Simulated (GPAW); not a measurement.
Wanted: an ASE script for a GPAW 26.7.0 run.

```yaml
Task: equation of state
Functional: PBEsol
Potentials_or_basis: PAW data sets generated in the run's folder for this functional
Cutoff: 600 eV
Basis: pw
k_mesh: 7 × 7 × 7
Occupations: fermi-dirac, width 0.05 eV
Spin: no spin polarisation
Maxiter: 150
Eos_scales: "[0.94, 0.96, 0.98, 1.0, 1.02, 1.04, 1.06]"
```

Sn:

```
Sn
1.0
     0.00000    3.23334    3.23334
     3.23334    0.00000    3.23334
     3.23334    3.23334    0.00000
Sn
2
Direct
  0.75000 0.75000 0.75000
  0.50000 0.50000 0.50000
```

This isn't the form of Sn at room conditions, which is tetragonal (white tin).

The input as run:

run.py

```python
from ase import Atoms
from ase.eos import EquationOfState
from ase.io import Trajectory
from ase.units import GPa
from gpaw import GPAW, PW, setup_paths

setup_paths.insert(0, '.')

atoms = Atoms(['Sn', 'Sn'],
              cell=[[0.0, 3.2333428, 3.2333428],
                    [3.2333428, 0.0, 3.2333428],
                    [3.2333428, 3.2333428, 0.0]],
              scaled_positions=[[0.75, 0.75, 0.75],
                                [0.5, 0.5, 0.5]],
              pbc=True)

traj = Trajectory('eos.traj', 'w')
volumes, energies = [], []
for x in [0.94, 0.96, 0.98, 1.0, 1.02, 1.04, 1.06]:
    a = atoms.copy()
    a.set_cell(atoms.cell * x**(1 / 3), scale_atoms=True)
    calc = GPAW(mode=PW(600),
                xc='PBEsol',
                kpts={'size': (7, 7, 7), 'gamma': True},
                occupations={'name': 'fermi-dirac', 'width': 0.05},
                nbands=24,
                convergence={'density': 1e-05, 'energy': 1e-05},
                maxiter=150,
                txt=f'eos-{x:.2f}.txt')
    a.calc = calc
    energies.append(a.get_potential_energy(force_consistent=True))
    volumes.append(a.get_volume())
    p = -a.get_stress()[:3].mean() / GPa
    calc.write(f'eos-{x:.2f}.gpw')
    traj.write(a)
    print(f'{x:.2f} {volumes[-1]:10.4f} A^3 {energies[-1]:14.6f} eV {p:9.3f} GPa', flush=True)

v0, e0, B = EquationOfState(volumes, energies, eos='birchmurnaghan').fit()
print(f'V0 = {v0:.4f} A^3, E0 = {e0:.6f} eV, B0 = {B / GPa:.2f} GPa')
```

Potentials or basis: PAW data sets generated in the run's folder for this functional, pw.

Launch:

```bash
$ gpaw-setup -f PBEsol Sn
$ OMP_NUM_THREADS=1 python run.py
```

Results of the run:

The equilibrium volume is 34.79 Å³/atom and the bulk modulus is 42 GPa. The pressure derivative of the bulk modulus is 5.0.

Run time: 2.2 min on 1 thread of Arm Neoverse V2, on a shared host, peak memory 0.28 GiB.
